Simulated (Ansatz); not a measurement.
# GaP (ordered beta-tin type): the structure under pressure, part 2 of 3

Aim: for GaP (ordered beta-tin type), follow the structure under pressure.

Ansatz 0.2.0; DFT LDA, scalar-relativistic, plane waves, PAW.

### 3 Cell and atoms relaxed at 18 GPa

It takes the final geometry of step 2.

Input file input.yaml:

```yaml
crystal:
  lattice:
    - [-2.2906534308, 2.2906534308, 1.2575395259]
    - [2.2906534308, -2.2906534308, 1.2575395259]
    - [2.2906534308, 2.2906534308, -1.2575395259]
  atoms:
    - { symbol: Ga, position: [0.0, 0.0, 0.0] }
    - { symbol: P, position: [0.75, 0.25, 0.5] }
scf:
  occupations: { method: gaussian, width: 0.1 }
output:
  forces: true
  stress: true
  eigenvalues: true
hamiltonian:
  xc: lda
basis:
  ecutwfc: 500
kpoints:
  mp_grid: { grid: [16, 16, 16] }
relax:
  f_tol: 0.005
  max_steps: 60
  cell: { stress_tol: 0.05, p_target: 18 }
```

Started as:

```
$ ansatz run input.yaml --threads 4 --pin off --max-ram 10240MiB --backend cpu --events-out ev --progress --plain --runs-dir out
```

The program printed:

```text
Warning: RAYON_NUM_THREADS=4 ignored (pool sized by the plan → 4); use --threads N
Engine: ansatz 0.2.0, x86_64-unknown-linux-gnu
Pseudopotentials: kind: paw
Pseudopotential: Ga, paw, valence charge 13, recommended cutoff 420 eV (normal), Ga.paw.azcp
Pseudopotential: P, paw, valence charge 5, recommended cutoff 420 eV (normal), P.paw.azcp
Functional definition: SPW92
  exchange = slater_x
  correlation = pw_c
Crystal: 2 atoms, lattice volume = 26.394 Å³
Basis set: ecut = 500 eV, 681 PW (Γ)
Bands: 13, of which v1, the nominal top of the filled ones, is band 9 counted from 1 (8 counted from 0)
Symmetry: 8 space group operations
Space group: I-4m2 (ITA 119), of the structure as read, at distance tolerance 3.0e-5 Å
k-points: 349 of 4096 (time reversal used)
Non-local potential: Ga, projectors of the file, l = 0: 2, l = 1: 2, l = 2: 3, l = 3: 1
Non-local potential: P, projectors of the file, l = 0: 2, l = 1: 2, l = 2: 2
PAW form: soft (Blöchl's): semilocal exchange-correlation on the pseudo side does not see the compensation charge
PAW frozen core: Ga, regenerated for the run's functional, and the local potential with it (the file was generated under x = pbe(κ = 0.804, μ = 0.2195149727645171), c = pbe(β = 0.06672455060314922))
PAW frozen core: P, regenerated for the run's functional, and the local potential with it (the file was generated under x = pbe(κ = 0.804, μ = 0.2195149727645171), c = pbe(β = 0.06672455060314922))
PAW one-centre angular grid: Ga, 590 points (default); XC on 64 Gauss nodes
PAW one-centre angular grid: P, 110 points (default); XC on 64 Gauss nodes
Initial density: superposition of atomic densities (neutral atoms: chi_scale 0, normalization atom), corrected by the library's trained network
Initial wavefunctions: pseudopotential atomic-orbital guess
Functional: x = slater, c = lda
SCF iter   1: F=—  HF=-4432.657981 eV  |F-HF|=—  |Δ(HF+E_count)|=         —  Δρ=7.21e-3  dr2=9.49e-3  ethr=1.77e-3  ⟨swp⟩=5.7  Hψ=27465  notcnv=0
preconditioner: auto → none  [metal: Δε(μ)=0.027 eV  Ē_g=16.741 eV  σ=0.100 eV  W_gap=0.15  n_scr=4 (ndim 8)  ℏωp=30.7 eV  f_vac=0.000  D(μ)=0.35/eV (n_scr^D=0)  sad-step TF]
SCF iter   2: F=—  HF=-4432.654829 eV  |F-HF|=—  |Δ(HF+E_count)|=   3.15e-3  Δρ=4.02e-3  dr2=3.61e-3  ethr=5.27e-5  ⟨swp⟩=1.9  Hψ=9126  notcnv=0
SCF iter   3: F=—  HF=-4432.654036 eV  |F-HF|=—  |Δ(HF+E_count)|=   7.92e-4  Δρ=1.37e-3  dr2=6.26e-4  ethr=2.01e-5  ⟨swp⟩=2.8  Hψ=7255  notcnv=0
SCF iter   4: F=—  HF=-4432.653681 eV  |F-HF|=—  |Δ(HF+E_count)|=   3.55e-4  Δρ=3.30e-4  dr2=2.69e-5  ethr=3.48e-6  ⟨swp⟩=2.0  Hψ=7621  notcnv=0
SCF iter   5: F=—  HF=-4432.653668 eV  |F-HF|=—  |Δ(HF+E_count)|=   1.29e-5  Δρ=5.86e-5  dr2=4.75e-7  ethr=1.50e-7  ⟨swp⟩=2.0  Hψ=7595  notcnv=0
SCF iter   6: F=-4432.653668 eV  HF=-4432.653668 eV  |F-HF|=8.40e-9  |Δ(HF+E_count)|=   1.88e-8  Δρ=1.55e-5  dr2=1.79e-8  ethr=5.56e-10  ⟨swp⟩=5.9  Hψ=22088  notcnv=0
SCF 1 converged in 6 iterations: F = -4432.653668 eV  dr2 = 1.79e-8
relax step   1: F+E_penalty+E_count = -4432.65366835 eV  Δ(F+E_penalty+E_count) = +0.000e0 eV  max|allowed force component| = 5.898e-17 eV/Å  Δτ_max = 0.0000 Å  P = +23.981 GPa  Ω = 26.394 Å³  (6 SCF iters, dr2 threshold 1.00e-7 eV, accepted)
Crystal: 2 atoms, lattice volume = 27.095 Å³
Basis set: ecut = 500 eV, 705 PW (Γ)
Initial density: handed on by an earlier stage of this run
Initial wavefunctions: those handed on with the density
iter 1 solved again at ethr=2.71e-6 eV; its pass at ethr=3.10e-3 eV (dr2=4.88e-4 eV) is discarded
SCF iter   1: F=—  HF=-4432.747700 eV  |F-HF|=—  |Δ(HF+E_count)|=         —  Δρ=1.48e-3  dr2=5.00e-4  ethr=2.71e-6  ⟨swp⟩=1.3  Hψ=31854  notcnv=0
preconditioner: auto → none  [metal: Δε(μ)=0.038 eV  Ē_g=16.590 eV  σ=0.100 eV  W_gap=0.21  n_scr=4 (ndim 8)  ℏωp=30.3 eV  f_vac=0.000  D(μ)=0.40/eV (n_scr^D=0)]
SCF iter   2: F=—  HF=-4432.747525 eV  |F-HF|=—  |Δ(HF+E_count)|=   1.75e-4  Δρ=5.47e-4  dr2=6.02e-5  ethr=2.71e-6  ⟨swp⟩=2.9  Hψ=7592  notcnv=0
SCF iter   3: F=—  HF=-4432.747498 eV  |F-HF|=—  |Δ(HF+E_count)|=   2.68e-5  Δρ=2.90e-4  dr2=1.55e-5  ethr=3.34e-7  ⟨swp⟩=2.0  Hψ=7637  notcnv=0
SCF iter   4: F=—  HF=-4432.747493 eV  |F-HF|=—  |Δ(HF+E_count)|=   5.72e-6  Δρ=6.20e-5  dr2=4.42e-7  ethr=8.61e-8  ⟨swp⟩=2.0  Hψ=7360  notcnv=0
SCF iter   5: F=-4432.747493 eV  HF=-4432.747493 eV  |F-HF|=8.97e-9  |Δ(HF+E_count)|=   1.27e-8  Δρ=1.44e-5  dr2=2.40e-8  ethr=1.11e-9  ⟨swp⟩=5.2  Hψ=21888  notcnv=0
SCF 2 converged in 5 iterations: F = -4432.747493 eV  dr2 = 2.40e-8
relax step   2: F+E_penalty+E_count = -4432.74749272 eV  Δ(F+E_penalty+E_count) = -9.382e-2 eV  max|allowed force component| = 5.551e-17 eV/Å  Δτ_max = 0.0000 Å  P = +19.023 GPa  Ω = 27.095 Å³  energy of the carried Pulay correction = -7.024e-5 eV  (5 SCF iters, dr2 threshold 2.00e-7 eV, accepted)
Crystal: 2 atoms, lattice volume = 27.244 Å³
iter 1 solved again at ethr=1.11e-7 eV; its pass at ethr=3.10e-3 eV (dr2=1.99e-5 eV) is discarded
SCF iter   1: F=—  HF=-4432.764690 eV  |F-HF|=—  |Δ(HF+E_count)|=         —  Δρ=3.02e-4  dr2=2.08e-5  ethr=1.11e-7  ⟨swp⟩=2.0  Hψ=30741  notcnv=0
preconditioner: auto → none  [metal: Δε(μ)=0.031 eV  Ē_g=16.540 eV  σ=0.100 eV  W_gap=0.17  n_scr=4 (ndim 8)  ℏωp=30.2 eV  f_vac=0.000  D(μ)=0.41/eV (n_scr^D=0)]
SCF iter   2: F=—  HF=-4432.764683 eV  |F-HF|=—  |Δ(HF+E_count)|=   7.03e-6  Δρ=1.17e-4  dr2=2.70e-6  ethr=1.11e-7  ⟨swp⟩=2.9  Hψ=7528  notcnv=0
SCF iter   3: F=—  HF=-4432.764682 eV  |F-HF|=—  |Δ(HF+E_count)|=   1.02e-6  Δρ=5.82e-5  dr2=6.24e-7  ethr=1.50e-8  ⟨swp⟩=2.0  Hψ=7563  notcnv=0
SCF iter   4: F=-4432.764681 eV  HF=-4432.764681 eV  |F-HF|=1.07e-8  |Δ(HF+E_count)|=   2.05e-7  Δρ=1.38e-5  dr2=2.14e-8  ethr=1.11e-9  ⟨swp⟩=5.7  Hψ=22840  notcnv=0
SCF 3 converged in 4 iterations: F = -4432.764681 eV  dr2 = 2.14e-8
relax step   3: F+E_penalty+E_count = -4432.76468134 eV  Δ(F+E_penalty+E_count) = -1.719e-2 eV  max|allowed force component| = 5.898e-17 eV/Å  Δτ_max = 0.0000 Å  P = +18.046 GPa  Ω = 27.244 Å³  energy of the carried Pulay correction = -8.493e-5 eV  (4 SCF iters, dr2 threshold 2.00e-7 eV, accepted)
Crystal: 2 atoms, lattice volume = 27.251 Å³
iter 1 solved again at ethr=6.36e-10 eV; its pass at ethr=3.10e-3 eV (dr2=1.15e-7 eV) is discarded
SCF iter   1: F=—  HF=-4432.765455 eV  |F-HF|=—  |Δ(HF+E_count)|=         —  Δρ=2.30e-5  dr2=1.25e-7  ethr=6.36e-10  ⟨swp⟩=2.0  Hψ=30624  notcnv=0
preconditioner: auto → none  [metal: Δε(μ)=0.031 eV  Ē_g=16.534 eV  σ=0.100 eV  W_gap=0.17  n_scr=4 (ndim 8)  ℏωp=30.2 eV  f_vac=0.000  D(μ)=0.41/eV (n_scr^D=0)]
SCF iter   2: F=—  HF=-4432.765455 eV  |F-HF|=—  |Δ(HF+E_count)|=   3.72e-8  Δρ=9.71e-6  dr2=1.48e-8  ethr=6.36e-10  ⟨swp⟩=2.3  Hψ=6233  notcnv=0
SCF iter   3: F=-4432.765455 eV  HF=-4432.765455 eV  |F-HF|=6.14e-10  |Δ(HF+E_count)|=   1.93e-9  Δρ=3.85e-6  dr2=2.33e-9  ethr=4.16e-11  ⟨swp⟩=4.0  Hψ=15400  notcnv=0
SCF 4 converged in 3 iterations: F = -4432.765455 eV  dr2 = 2.33e-9
relax step   4: F+E_penalty+E_count = -4432.76545521 eV  Δ(F+E_penalty+E_count) = -7.739e-4 eV  max|allowed force component| = 5.898e-17 eV/Å  Δτ_max = 0.0000 Å  P = +18.001 GPa  Ω = 27.251 Å³  energy of the carried Pulay correction = -8.563e-5 eV  (3 SCF iters, dr2 threshold 7.49e-9 eV, accepted)
Initial wavefunctions: pseudopotential atomic-orbital guess (no wavefunctions were taken with the density)
iter 1 solved again at ethr=8.28e-7 eV; its pass at ethr=3.10e-3 eV (dr2=1.49e-4 eV) is discarded
SCF iter   1: F=—  HF=-4432.765540 eV  |F-HF|=—  |Δ(HF+E_count)|=         —  Δρ=1.67e-4  dr2=1.56e-7  ethr=8.28e-7  ⟨swp⟩=2.2  Hψ=38417  notcnv=0
eigensolver tolerance schedule: the retry pair's looser diagonalisation over-reported the residual by 955.81 of it (diagonalisation noise at 0.34 of the residual, at the tolerance the schedule requests for it); recorded, not acted on — ethr = c·dr2/N_el stays at c = 1.0e-1
SCF iter   2: F=—  HF=-4432.765544 eV  |F-HF|=—  |Δ(HF+E_count)|=   3.88e-6  Δρ=8.37e-5  dr2=4.33e-8  ethr=8.65e-10  ⟨swp⟩=2.2  Hψ=7235  notcnv=0
SCF iter   3: F=—  HF=-4432.765545 eV  |F-HF|=—  |Δ(HF+E_count)|=   9.73e-7  Δρ=6.74e-6  dr2=2.78e-9  ethr=2.40e-10  ⟨swp⟩=2.5  Hψ=7523  notcnv=0
SCF iter   4: F=—  HF=-4432.765545 eV  |F-HF|=—  |Δ(HF+E_count)|=   1.11e-9  Δρ=1.57e-6  dr2=5.97e-11  ethr=1.55e-11  ⟨swp⟩=2.0  Hψ=7659  notcnv=0
SCF iter   5: F=-4432.765545 eV  HF=-4432.765545 eV  |F-HF|=7.55e-11  |Δ(HF+E_count)|=  2.26e-10  Δρ=7.39e-7  dr2=4.67e-12  ethr=1.00e-12  ⟨swp⟩=6.6  Hψ=23540  notcnv=0
SCF 5 converged in 5 iterations: F = -4432.765545 eV  dr2 = 4.67e-12
relax step   5: F+E_penalty+E_count = -4432.76554464 eV  Δ(F+E_penalty+E_count) = -8.943e-5 eV  max|allowed force component| = 5.204e-17 eV/Å  Δτ_max = 0.0000 Å  P = +18.002 GPa  Ω = 27.251 Å³  stress off target by 5.45e-3 GPa  SCF on the basis re-selected at this cell (its energy is not comparable with the rows above)  (5 SCF iters)
basis re-selected at this cell: Δ(F+E_penalty+E_count) = -8.943e-5 eV, ΔP = +0.001 GPa vs the last step (what re-selecting the basis moved, of the pressure what is left beyond the Pulay correction that the steps carried, after the strain that the cell walked since its last selection, with what the two solves' SCF thresholds leave and, on support functions, any second-order correction that the steps lacked; it is no measure of the basis error at this ecutwfc). This SCF's stress stands 5.45e-3 GPa from its target on what of the cell is left free (relax.cell.stress_tol is 5.00e-2 GPa) and its largest allowed force component is 5.20e-17 eV/Å (relax.f_tol is 5.00e-3 eV/Å): within both
SCF converged after 5 iterations
Free energy (F): -4432.765545 eV
Harris-Foulkes:  -4432.765545 eV  (|F-HF|=7.55e-11)
Internal energy: -4432.763482 eV  (E = F + TS)
E sigma→0 (E₀):  -4432.764513 eV
Entropy (-TS):   -0.002063 eV (-1.031 meV/atom)
Fermi energy:    13.140207 eV
--- Per-component energies (eV) ---
  E_band       = 31.462713
  E_kinetic    = 193.062025
  E_local      = -1836.488622  (includes V_loc(G=0)·N_el)
  E_nonlocal   = 461.279299
  E_hartree    = 878.562157
  E_xc         = -133.939845
  E_vxc        = -124.509153  (∫ρ·V_xc dr)
  E_paw        = -2451.086161  (= ΣΔE_a)
  E_vpaw       = -419.005185  (= ΣTr[D̂ρ^β])
  E_aug_tail   = -0.000039  (compensation charges beyond the density's cutoff)
  E_ewald      = -1545.998126
  E_core_change = 1.845831  (= ΣΔE_core)
  E_smearing   = -0.002063  (= −TS)
  E_closure    = 0.000000  (closes the sum)
  Σ components = -4432.765545   (vs F -4432.765545, Δ=0.00e0)
--- Forces (eV/Å), atoms counted from 1 ---
  atom   1  Ga    -0.00000000     0.00000000     0.00000000
  atom   2  P     -0.00000000     0.00000000    -0.00000000
  max |Σ_I F_I| component: 1.18e-16 eV/Å
--- Stress (GPa, compression-positive) ---
       18.005453       0.000000       0.000000
        0.000000      18.005453       0.000000
        0.000000       0.000000      17.995910
  P = ⅓ Tr σ = 18.0023 GPa (180.023 kbar)
--- Band table (eV; the first three rows and the last of 349) ---
  k-point 0: bands = ["-2.7974", "-2.4639", "-2.3195", "-2.2662", "-2.0801", "-2.0801", "9.7937", "9.7937", "10.7686", "15.8219", "19.4586", "23.0991", "23.0991"]
  k-point 1: bands = ["-2.7702", "-2.4426", "-2.3168", "-2.2696", "-2.0793", "-2.0789", "8.9477", "9.8490", "11.4802", "16.0713", "19.4087", "21.9837", "22.7575"]
  k-point 2: bands = ["-2.7113", "-2.3634", "-2.3041", "-2.2795", "-2.0756", "-2.0748", "7.7184", "10.0134", "12.3140", "16.7986", "19.2495", "20.7096", "22.0316"]
  k-point 348: bands = ["-2.7660", "-2.6460", "-2.1320", "-2.0550", "-2.0550", "2.2083", "5.4042", "5.4042", "5.8550", "18.0039", "20.0069", "26.4031", "26.4031"]
--- Relaxed structure (4 steps of the walk, 4 accepted, 1 SCFs on fresh bases) ---
  F+E_penalty+E_count = -4432.76554464 eV   max|allowed force component| = 5.204e-17 eV/Å   (the final SCF, on the basis selected at the relaxed cell)
  cell:  # Å, volume = 27.2507 Å³
    - [-2.3135194092654583, 2.3135194092654583, 1.272831505003751]
    - [2.3135194092654583, -2.3135194092654583, 1.272831505003751]
    - [2.3135194092654583, 2.3135194092654583, -1.272831505003751]
  atoms:
    - { symbol: Ga, position: [-6.568574489799804e-36, -2.3121382204095312e-34, -2.3778239653075294e-34] }
    - { symbol: P, position: [0.75, 0.25, 0.5] }
```

Run time: 19 s. Hardware: 4 threads of Intel Xeon 6975P-C (Granite Rapids), shared host; peak memory 0.56 GiB.

Relaxation path:

| step | E - E(step 1) (eV/cell) | largest force component (eV/Å) | pressure (GPa) | volume (Å³) |
| --- | --- | --- | --- | --- |
| 1 | 0.0000 | 0.0000 | 23.98 | 26.39 |
| 2 | -0.0938 | 0.0000 | 19.02 | 27.10 |
| 3 | -0.1110 | 0.0000 | 18.05 | 27.24 |
| 4 | -0.1118 | 0.0000 | 18.00 | 27.25 |
| 5 | -0.1119 | 0.0000 | 18.00 | 27.25 |

Step 1 is the start. Step 5 repeats the geometry before it on a plane-wave basis chosen anew for that cell, so its energy need not be comparable with the rows above.

Lengths and angles in the start's conventional setting:

«Before» is this run's own start.

|  | before | after | change |
| --- | --- | --- | --- |
| a (Å) | 4.581 | 4.627 | +1.0 % |
| b (Å) | 4.581 | 4.627 | +1.0 % |
| c (Å) | 2.515 | 2.546 | +1.2 % |
| volume (Å³/atom) | 13.20 | 13.63 | +3.2 % |
| shortest distance (Å) | 2.375 | 2.399 | +1.0 % |
| space group (0.01 Å) | I-4m2 | I-4m2 | same |

Forces and stress were held to the start's 8 operations: a distortion of lower symmetry was not tested.

(Continued in part 3 of 3.)
